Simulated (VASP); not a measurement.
# Ti (P6_3/mmc) in VASP: further runs

One crystal, Ti, is run at these levels: PBEsol, RPBE, LDA; tasks: relaxation of cell and atoms.

Program: VASP 6.6.1. These are calculated values, not measurements. Logs are shortened: lines on timing, memory, paths and dates and some standing lists are left out, and cuts for length are marked.

**1. The crystal as given**

Symmetry: P6_3/mmc, No. 194, hexagonal system. Conventional cell: a = 2.936 Å, b = 2.936 Å, c = 4.641 Å, α = 90.00°, β = 90.00°, γ = 120.00°. Around Ti (site symmetry -6m2) lie 12 Ti at 2.87 to 2.94 Å.

**2. Relaxation of cell and atoms, PBEsol**

The input, INCAR:

```
  PREC = Accurate
  ENCUT = 580
  EDIFF = 1E-7
  ISMEAR = 0
  SIGMA = 0.1
  LREAL = False
  LASPH = True
  NELM = 80
  ALGO = Fast
  ISIF = 3
  LWAVE = False
  LCHARG = False
  GGA = PS
  IBRION = 2
  NSW = 90
  EDIFFG = -0.005
```

The input, KPOINTS:

```
regular mesh
0
Gamma
  18 18 10
```

The input, POSCAR:

```
Ti
1.0
    2.9357319200      0.0000000000      0.0000000000
   -1.4678659600      2.5424184200      0.0000000000
    0.0000000000      0.0000000000      4.6408561500
Ti
2
Direct
    0.3333333300      0.6666666700      0.2500000000
    0.6666666700      0.3333333300      0.7500000000
```

Potentials or basis: VASP PAW PBE potentials, release 64 (Ti).

Command:

```sh
> cat potpaw_PBE.64/Ti/POTCAR > POTCAR
> mpirun -np 1 vasp_std > vasp.out
```

OUTCAR:

```text
PREC = Accurate
   ENCUT = 580
   EDIFF = 1E-7
   ISMEAR = 0
   LREAL = False
   LASPH = True
   NELM = 80
   ISIF = 3
   GGA = PS
   IBRION = 2
   NSW = 90
   EDIFFG = -0.005

 ion  position               nearest neighbor table
   1  0.333  0.667  0.250-   2 2.87   2 2.87   2 2.87   2 2.87   2 2.87   2 2.87
   2  0.667  0.333  0.750-   1 2.87   1 2.87   1 2.87   1 2.87   1 2.87   1 2.87

  LATTYP: Found a hexagonal cell.
 ALAT       =     2.9357319200
 C/A-ratio  =     1.5808174167

  Lattice vectors:

 A1 = (   2.9357319200,   0.0000000000,   0.0000000000)
 A2 = (  -1.4678659600,   2.5424184200,   0.0000000000)
 A3 = (   0.0000000000,   0.0000000000,   4.6408561500)

Analysis of symmetry for initial positions (statically):
=====================================================================
 Subroutine PRICEL returns:
 Original cell was already a primitive cell.

 Routine SETGRP: Setting up the symmetry group for a
 hexagonal supercell.

 Subroutine GETGRP returns: Found 24 space group operations
 (whereof 12 operations were pure point group operations)
 out of a pool of 24 trial point group operations.

The static configuration has the point symmetry D_3d.
 The point group associated with its full space group is D_6h.

Analysis of symmetry for dynamics (positions and initial velocities):
=====================================================================
 Subroutine PRICEL returns:
 Original cell was already a primitive cell.

 Routine SETGRP: Setting up the symmetry group for a
 hexagonal supercell.

 Subroutine GETGRP returns: Found 24 space group operations
 (whereof 12 operations were pure point group operations)
 out of a pool of 24 trial point group operations.

The dynamic configuration has the point symmetry D_3d.
 The point group associated with its full space group is D_6h.

 Subroutine INISYM returns: Found 24 space group operations
 (whereof 12 operations are pure point group operations),
 and found     1 'primitive' translations

----------------------------------------------------------------------------------------

                                     Primitive cell

  volume of cell :      34.6387

  direct lattice vectors                    reciprocal lattice vectors
     2.935731920  0.000000000  0.000000000     0.340630557  0.196663144  0.000000000
    -1.467865960  2.542418420  0.000000000     0.000000000  0.393326288  0.000000000
[... 99 lines left out ...]
   EFERMI =   0.00;   METHOD = LEGACY
   ISMEAR =     0;   SIGMA  =   0.10  broadening in eV -4-tet -1-fermi 0-gaus
   EFERMI_NEDOS =   21; number of points for ismear=-14 and -15
   IALGO  =     68    algorithm
   IMIX   =      4    mixing-type and parameters
     AMIX     =   0.40;   BMIX     =  1.00
     AMIX_MAG =   1.60;   BMIX_MAG =  1.00
  volume/ion in A,a.u.               =      17.32       116.88
  Fermi-wavevector in a.u.,A,eV,Ry     =   1.004425  1.898089 13.726513  1.008870
  Thomas-Fermi vector in A             =   2.137040
   LORBIT       =      0    0 simple, 1 ext, 2 COOP (PROOUT), +10 PAW based schemes
   GGA     = PS    functional components
   LHFCALC =     F    Hartree Fock is set to
   AEXX    =    0.0000 exact exchange contribution
   IVDW    =     0    specifies the selected vdW correction
   LEPSILON=     F    determine dielectric tensor
   LRPA    =     F    only Hartree local field effects (RPA)
 conjugate gradient relaxation of ions
 non-spin polarized calculation
 RMM-DIIS sequential band-by-band and
 Gauss-broadening in eV      SIGMA  =   0.10
  energy-cutoff  :      580.00
  volume of cell :       34.64
 maximum number of plane-waves:      1114
 NGX is ok and might be reduce to    24
   NGX = 11   NGY = 11   NGZ = 19

--------------------------------------- Ionic step        1  -------------------------------------------

 number of electron       7.9999999 magnetization

 Free energy of the ion-electron system (eV)
  ---------------------------------------------------
  ext. energy  EPLUGINS =         0.00000000
  ---------------------------------------------------
  free energy    TOTEN  =       -16.54466183 eV

  energy without entropy =      -16.53489995  energy(sigma->0) =      -16.53978089

------------------------ aborting loop because EDIFF is reached ----------------------------------------

  FORCE on cell =-STRESS in cart. coord.  units (eV):
  Direction    XX          YY          ZZ          XY          YZ          ZX
  --------------------------------------------------------------------------------------
  -------------------------------------------------------------------------------------
  Total       -1.1448533     -1.1448533     -1.1538235      0.0000000      0.0000000      0.0000000
  in kB      -52.9540170    -52.9540169    -53.3689201      0.0000000      0.0000000      0.0000000
  external PRESSURE =     -53.0923180 kB  Pullay stress =       0.0000000 kB
[... 167 lines left out ...]
--------------------------------------- Ionic step        6  -------------------------------------------

 number of electron       8.0000000 magnetization

 Free energy of the ion-electron system (eV)
  ---------------------------------------------------
  ext. energy  EPLUGINS =         0.00000000
  ---------------------------------------------------
  free energy    TOTEN  =       -16.57144226 eV

  energy without entropy =      -16.56209929  energy(sigma->0) =      -16.56677077

 E-fermi :   3.2372     XC(G=0): -11.3926

 val. band max:        3.2327480016   @ k =   0.0000   0.0000   0.4000
 cond. band min:       3.2460109454   @ k =   0.2778   0.2778   0.4000
 fundamental gap:      0.0132629439
 Fermi energy:         3.2371552510

 k-point     1 :       0.0000    0.0000    0.0000
  band No.  band energies     occupation
      1      -3.0217      2.00000
      2       0.4440      2.00000
      3       4.0151      0.00000
      4       4.0151      0.00000
      5       4.1325      0.00000
      6       4.1508      0.00000
      7       4.5514      0.00000
      8       4.5514      0.00000
[... 243 lines left out ...]
 k-point    24 :       0.3889    0.1111    0.0000
  band No.  band energies     occupation
      1       0.8383      2.00000
      2       1.2524      2.00000
      3       1.3477      2.00000
      4       2.4760      2.00000
      5       3.5804      0.00000
      6       3.8849      0.00000
      7       4.4512      0.00000
      8       6.5119      0.00000

 [... further k-points ...]
[... 5 lines left out ...]
  --------------------------------------------------------------------------------------
  -------------------------------------------------------------------------------------
  Total       -0.0084690     -0.0084690      0.0090700      0.0000000      0.0000000      0.0000000
  in kB       -0.4100970     -0.4100970      0.4392001      0.0000000      0.0000000      0.0000000
  external PRESSURE =      -0.1269980 kB  Pullay stress =       0.0000000 kB
[... 17 lines left out ...]
  FREE ENERGIE OF THE ION-ELECTRON SYSTEM (eV)
  ---------------------------------------------------
  free  energy   TOTEN  =       -16.5714422572 eV

  energy  without entropy=      -16.5620992851  energy(sigma->0) =      -16.56677077

 reached required accuracy - stopping structural energy minimisation
```

CONTCAR:

```text
Ti
   1.00000000000000
     2.8909882672380443    0.0000000000000000    0.0000000000000000
    -1.4454941336190221    2.5036692801150258   -0.0000000000000000
     0.0000000000000000    0.0000000000000000    4.5712090170604469
  Ti
     2
Direct
     0.3333333300000021    0.6666666699999979    0.2500000000000000
     0.6666666699999979    0.3333333300000021    0.7500000000000000

  0.00000000E+00  0.00000000E+00  0.00000000E+00
  0.00000000E+00  0.00000000E+00  0.00000000E+00
```

Run time: 78 s. Hardware: 1 thread of Intel Xeon 6975P-C (Granite Rapids), shared host; peak memory 0.22 GiB.

Results:

| Item | Value |
| --- | --- |
| Free energy | -16.5714 eV |
| Relaxed volume | 16.54 Å³/atom |
| Relaxed cell | a = 2.891 Å, b = 2.891 Å, c = 4.571 Å, α = 90.00°, β = 90.00°, γ = 120.00° |
| Space group after relaxing (to 0.05 Å) | P6_3/mmc (No. 194) |
| Energy gained by relaxing | 13.4 meV/atom |
| Ionic steps | 6 |
| Pressure after relaxing | 0.0 GPa |
| Band gap on the k mesh | none (metal or under the smearing width) |

The path:
| step | energy change (eV) | largest force (eV/Å) | pressure (GPa) | volume (Å³) |
| --- | --- | --- | --- | --- |
| 1 | 0.0000 | 0.0000 | -5.31 | 34.64 |
| 2 | -0.0074 | 0.0000 | 5.17 | 31.84 |
| 3 | -0.0268 | 0.0000 | -0.01 | 33.09 |
| 4 | -0.0268 | 0.0000 | 0.10 | 33.06 |
| 5 | -0.0268 | 0.0000 | -0.08 | 33.10 |
| 6 | -0.0268 | 0.0000 | -0.01 | 33.09 |

Final structure:
```yaml
crystal:
  lattice:
    - [2.89099, 0.00000, 0.00000]
    - [-1.44549, 2.50367, 0.00000]
    - [0.00000, 0.00000, 4.57121]
  atoms:
    - { symbol: Ti, position: [0.33333, 0.66667, 0.25000] }
    - { symbol: Ti, position: [0.66667, 0.33333, 0.75000] }
```

Levels at points of the mesh, in eV from the Fermi level:
```
           k point  band 1  band 2  band 3  band 4  band 5  band 6  band 7  band 8
(0.00, 0.00, 0.00)   -6.26   -2.79    0.78    0.78    0.90    0.91    1.31    1.31
(0.50, 0.00, 0.00)   -2.39   -2.30   -1.98   -0.57    0.45    0.65    1.23    3.51
(0.00, 0.00, 0.50)   -4.34   -4.34    0.08    0.08    0.67    0.67    0.67    0.67
(0.50, 0.00, 0.50)   -2.67   -2.67   -0.88   -0.88    1.43    1.43    1.79    1.79
```

Caveat: the PAW data sets were made with another functional, which shifts forces and pressure a little.

(Part 1 of 3 ends here.)
